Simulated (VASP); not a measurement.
# MgS in VASP: relaxing the cell with several functionals, part 2 of 2

VASP 6.6.1, plane waves, PAW.

### 4 Relaxation with LDA

File INCAR:

```
ENCUT = 600.000000
SIGMA = 0.020000
EDIFF = 1.00e-07
EDIFFG = -5.00e-03
GGA = CA
PREC = Accurate
IBRION = 2
ISIF = 3
ISMEAR = -1
NBANDS = 11
NELM = 120
NSW = 40
LASPH = .TRUE.
LCHARG = .FALSE.
LWAVE = .FALSE.
LREAL = .FALSE.
```

File KPOINTS:

```
KPOINTS created by Atomic Simulation Environment
0
Gamma
8 8 8
0 0 0
```

File POSCAR:

```
Mg S
 1.0000000000000000
    -0.0000000000000000    2.6148134565394967    2.6148134565394967
     2.6148134565394967   -0.0000000000000000    2.6148134565394967
     2.6148134565394967    2.6148134565394967   -0.0000000000000000
 Mg  S
   1   1
Cartesian
  0.0000000000000000  0.0000000000000000  0.0000000000000000
  2.6148134565394967  2.6148134565394967  2.6148134565394967
```

Potentials: the recommended LDA PAW datasets, 8 valence electrons in the neutral cell.

Command:

```console
> mpirun -np 1 vasp_std
```

The first run moved the cell so far that it was started again from its end, on a fresh basis. The second run's POSCAR:

```
Mg S
 1.0000000000000000
     0.0000000000000000    2.5588631982604788    2.5588631982604788
     2.5588631982604788    0.0000000000000000    2.5588631982604788
     2.5588631982604788    2.5588631982604788    0.0000000000000000
 Mg  S
   1   1
Cartesian
  0.0000000000000000  0.0000000000000000  0.0000000000000000
  2.5588631982604788  2.5588631982604788  2.5588631982604788
```

The files below are the second run's.

Printed to the terminal (iteration lines stand in OSZICAR):

```text
POSCAR found type information on POSCAR MgS
 POSCAR found :  2 types and       2 ions
 LDA part: xc-table for (Slater(with rela. corr.)+CA(PZ))
 , standard interpolation
 POSCAR, INCAR and KPOINTS ok, starting setup
 FFT: planning ... GRIDC
 FFT: planning ... GRID_SOFT
 FFT: planning ... GRID
 WAVECAR not read
 WARNING: random wavefunctions but no delay for mixing, default for NELMDL
 entering main loop
 curvature:   0.00 expect dE= 0.000E+00 dE for cont linesearch  0.000E+00
 search vector abs. value=  0.159E-06
 reached required accuracy - stopping structural energy minimisation
```

OSZICAR:

```text
N       E                     dE             d eps       ncg     rms          rms(c)
DAV:   1     0.233028015997E+02    0.23303E+02   -0.38214E+03   638   0.664E+02
DAV:   2    -0.849485433327E+01   -0.31798E+02   -0.29590E+02   802   0.104E+02
DAV:   3    -0.100069072637E+02   -0.15121E+01   -0.15089E+01   818   0.247E+01
DAV:   4    -0.100149985046E+02   -0.80912E-02   -0.80905E-02   754   0.211E+00
DAV:   5    -0.100150546115E+02   -0.56107E-04   -0.56107E-04   768   0.172E-01    0.464E+00
DAV:   6    -0.964628039229E+01    0.36877E+00   -0.78352E-01   725   0.347E+00    0.358E+00
DAV:   7    -0.959781358234E+01    0.48467E-01   -0.19384E-01   752   0.184E+00    0.220E+00
DAV:   8    -0.959318450575E+01    0.46291E-02   -0.11422E-02   710   0.586E-01    0.852E-01
DAV:   9    -0.959285010713E+01    0.33440E-03   -0.63845E-04   759   0.131E-01    0.360E-01
DAV:  10    -0.959282736332E+01    0.22744E-04   -0.63171E-05   743   0.384E-02    0.125E-01
DAV:  11    -0.959282276373E+01    0.45996E-05   -0.23058E-05   746   0.206E-02    0.156E-02
DAV:  12    -0.959282281309E+01   -0.49357E-07   -0.30492E-07   726   0.383E-03
   1 F= -.95928228E+01 E0= -.95928228E+01  d E =-.959282E+01
```

Parts of OUTCAR:

```text
k-points           NKPTS =     29   k-points in BZ     NKDIM =     29   number of bands    NBANDS=     11

   NELECT =       8.0000    total number of electrons

   dimension x,y,z NGX =    30 NGY =   30 NGZ =   30
   dimension x,y,z NGXF=    60 NGYF=   60 NGZF=   60

  energy-cutoff  :      600.00
  volume of cell :       33.51
      direct lattice vectors                 reciprocal lattice vectors
     0.000000000  2.558863198  2.558863198    -0.195399270  0.195399270  0.195399270
     2.558863198  0.000000000  2.558863198     0.195399270 -0.195399270  0.195399270
     2.558863198  2.558863198  0.000000000     0.195399270  0.195399270 -0.195399270

 k-points in reciprocal lattice and weights: KPOINTS created by Atomic Simulation Env
   0.00000000  0.00000000  0.00000000       0.002
   0.12500000  0.00000000  0.00000000       0.016
   0.25000000  0.00000000  0.00000000       0.016
   0.37500000  0.00000000  0.00000000       0.016
   0.50000000  0.00000000  0.00000000       0.008
   0.12500000  0.12500000  0.00000000       0.012
   0.25000000  0.12500000  0.00000000       0.047
   0.37500000  0.12500000  0.00000000       0.047
[... 21 more k-points ...]

 E-fermi :   4.5192

 k-point     1 :       0.0000    0.0000    0.0000
  band No.  band energies     occupation
      1      -8.8944      2.00000
      2       4.0406      2.00000
      3       4.0406      2.00000
      4       4.0406      2.00000
      5       7.9355      0.00000
      6      11.8412      0.00000
      7      11.8412      0.00000
      8      11.8412      0.00000
      9      14.3564      0.00000
     10      14.3564      0.00000
     11      16.5094      0.00000

 k-point     2 :       0.1250    0.0000    0.0000
  band No.  band energies     occupation
      1      -8.7287      2.00000
      2       2.9312      2.00000
      3       3.9272      2.00000
      4       3.9272      2.00000
      5       8.7274      0.00000
      6      11.5623      0.00000
      7      12.1124      0.00000
      8      12.1124      0.00000
      9      13.7126      0.00000
     10      13.7126      0.00000
     11      16.8153      0.00000

 k-point     3 :       0.2500    0.0000    0.0000
  band No.  band energies     occupation
      1      -8.2767      2.00000
      2       1.0562      2.00000
      3       3.6821      2.00000
      4       3.6821      2.00000
      5       8.9976      0.00000
      6      11.7635      0.00000
      7      11.7635      0.00000
      8      12.4766      0.00000
      9      14.2966      0.00000
     10      14.2966      0.00000
     11      15.9865      0.00000

 k-point     4 :       0.3750    0.0000    0.0000
  band No.  band energies     occupation
      1      -7.7139      2.00000
      2      -0.5026      2.00000
      3       3.4682      2.00000
      4       3.4682      2.00000
      5       8.6436      0.00000
      6      11.0899      0.00000
      7      11.0899      0.00000
      8      14.1134      0.00000
      9      15.6291      0.00000
     10      16.3352      0.00000
     11      16.3352      0.00000

 k-point     5 :       0.5000    0.0000    0.0000
  band No.  band energies     occupation
      1      -7.4275      2.00000
      2      -1.1378      2.00000
      3       3.3869      2.00000
      4       3.3869      2.00000
      5       8.4897      0.00000
      6      10.8389      0.00000
      7      10.8389      0.00000
      8      14.4190      0.00000
      9      16.2720      0.00000
     10      18.6128      0.00000
     11      18.6128      0.00000

 k-point     6 :       0.1250    0.1250    0.0000
  band No.  band energies     occupation
      1      -8.6743      2.00000
      2       2.9855      2.00000
      3       3.6813      2.00000
      4       3.6813      2.00000
      5       9.0989      0.00000
      6      10.8397      0.00000
      7      12.5152      0.00000
      8      12.5742      0.00000
      9      12.5742      0.00000
     10      14.6285      0.00000
     11      17.8838      0.00000

[... the tables of k-points 7 to 29 left out ...]

  Total       -0.0014835     -0.0014835     -0.0014835      0.0000000      0.0000000      0.0000000
  in kB       -0.0709317     -0.0709317     -0.0709317      0.0000000      0.0000000      0.0000000
  external PRESSURE =      -0.0709317 kB  Pullay stress =       0.0000000 kB

 POSITION                                       TOTAL-FORCE (eV/Angst)
 -----------------------------------------------------------------------------------
      0.00000      0.00000      0.00000         0.000000     -0.000000      0.000000
      2.55886      2.55886      2.55886        -0.000000      0.000000     -0.000000
 -----------------------------------------------------------------------------------
    total drift:                               -0.000000     -0.000000      0.000000

  FREE ENERGIE OF THE ION-ELECTRON SYSTEM (eV)
  ---------------------------------------------------
  free  energy   TOTEN  =        -9.5928228131 eV

  energy  without entropy=       -9.5928228131  energy(sigma->0) =       -9.59282281
```

CONTCAR

```
Mg S
   1.00000000000000
     0.0000000000000000    2.5588631982604788    2.5588631982604788
     2.5588631982604788    0.0000000000000000    2.5588631982604788
     2.5588631982604788    2.5588631982604788    0.0000000000000000
  Mg              S
     1     1
Direct
     0.0000000000000000    0.0000000000000000    0.0000000000000000
     0.5000000000000000    0.5000000000000000    0.5000000000000000

  0.00000000E+00  0.00000000E+00  0.00000000E+00
  0.00000000E+00  0.00000000E+00  0.00000000E+00
```

It took 14 s on 1 MPI rank of Intel Xeon Platinum 8488C, shared host; peak memory 0.15 GiB.

|  | before | after | change |
| --- | --- | --- | --- |
| a (Å) | 5.230 | 5.118 | -2.14 % |
| volume (Å³/atom) | 17.878 | 16.755 | -6.28 % |
| shortest distance (Å) | 2.615 | 2.559 | -2.14 % |
| space group | Fm-3m | Fm-3m | same |

### 5 What came out

What follows sums up all 2 parts.

```
 level  a (Å)  volume (Å³/atom)  space group
   PBE  5.223            17.808        Fm-3m
PBEsol  5.178            17.356        Fm-3m
   LDA  5.118            16.755        Fm-3m
```

The PBE run changed the volume by +12.6 % from its own start of 15.81 Å³/atom. The volume spreads over 6.3 %, from LDA to PBE. LDA's volume lies 5.9 % below PBE's. A measured a is 5.2023 Å (294.15 K; a printed reference work, data compilation); the misses are PBE +0.4 %, PBEsol -0.5 %, LDA -1.6 %.
